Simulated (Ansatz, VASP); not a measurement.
**GaSb: 3 runs at one level of theory**

The starting cell:

```xyz
2
Lattice="0.0000 3.0590 3.0590 3.0590 0.0000 3.0590 3.0590 3.0590 0.0000" Properties=species:S:1:pos:R:3 pbc="T T T"
Sb    4.5885    4.5885    4.5885
Ga    0.0000    0.0000    0.0000
```

Alike in all runs: task relaxation of cell and atoms; functional LDA; k mesh 8 × 8 × 8; occupations fermi-dirac, width 0.05 eV; no spin polarisation; no spin-orbit coupling. LDA stands for any of its common fits.

```tsv
program and potentials	plane-wave cutoff (eV)	notes	equilibrium volume (Å³/atom)
Ansatz, Ansatz PAW	420	potentials made for PBE, which Ansatz adapts in part; 14 valence electrons an atom on average	27.68
Ansatz, all-electron LAPW, scalar-relativistic	-	-	27.69
VASP, LDA PAW files Ga_d, Sb, 600 eV	600	9 valence electrons an atom on average	27.76
```

The equilibrium volume spans 27.68 (Ansatz, Ansatz PAW) to 27.76 Å³/atom (VASP, LDA PAW files Ga_d, Sb, 600 eV), with all-electron results at 27.69. Relaxations stop with a little pressure left, so the last digit of a volume isn't settled.

Differences between rows come from potentials, basis sets and numerical settings, since the functional is the same but for its coding. Runs on potential files found faulty are left out.
